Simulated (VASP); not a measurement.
Set up this calculation in VASP 6.6.1, as the native input.

```yaml
Task: relaxation of the atoms
Functional: PBE
Dispersion: TS
Potentials_or_basis: VASP PAW PBE potentials, release 64 (B_s, N_s)
Cutoff: 400 eV
k_mesh: 9 × 9 × 1
Occupations: fermi-dirac, width 0.05 eV
Spin: spin-orbit coupling, no magnetisation
Dipole_correction: yes
Further_INCAR_settings: ALGO = Normal; EDIFF = 1e-07; IBRION = 2; EDIFFG = -0.01; NSW = 60
```

The structure of BN lies in POSCAR:

```
BN
1.0
    2.5120600000     -0.0042300000      0.0000000000
   -1.2523700000      2.1776200000      0.0000000000
    0.0000000000      0.0000000000     23.9016000000
B N
1 1
Direct
    0.9940400000      0.9945700000      0.3137900000
    0.6607100000      0.3279100000      0.3137900000
```

The cell was built by a generator and needn't be a form met in nature.

The input as run:

INCAR

```
SYSTEM = BN
PREC = Accurate
ENCUT = 400
EDIFF = 1E-7
ISMEAR = -1
SIGMA = 0.05
LREAL = .False.
LASPH = .True.
NELM = 60
ALGO = Normal
ISIF = 2
LWAVE = .False.
LCHARG = .False.
MAGMOM = 0 0 0 0 0 0
LORBIT = 11
LSORBIT = .True.
GGA_COMPAT = .False.
LDIPOL = .True.
IDIPOL = 3
DIPOL = 0.5 0.5 0.314
GGA = PE
IVDW = 2
IBRION = 2
NSW = 60
EDIFFG = -0.01
```

KPOINTS

```
regular mesh
0
Gamma
  9 9 1
  0 0 0
```

Potentials or basis: VASP PAW PBE potentials, release 64 (B_s, N_s).

Launch:

```bash
$ cat potpaw_PBE.64/B_s/POTCAR potpaw_PBE.64/N_s/POTCAR > POTCAR
$ mpirun -np 1 vasp_ncl > vasp.out
```

Results of the run:

```json
{
  "Valence electrons inside the program's atomic spheres": "B 2.51; N 5.56",
  "Hirshfeld charges": "B +0.21; N -0.21 e",
  "Dispersion energy per atom": "-0.044 eV"
}
```

Caveat: the relaxation stopped at its first step, so nothing moved.

It took 6.5 min on 1 thread of Intel(R) Xeon(R) Platinum 8259CL CPU @ 2.50GHz (Skylake/Cascade Lake) (shared host), peak memory 0.43 GiB.
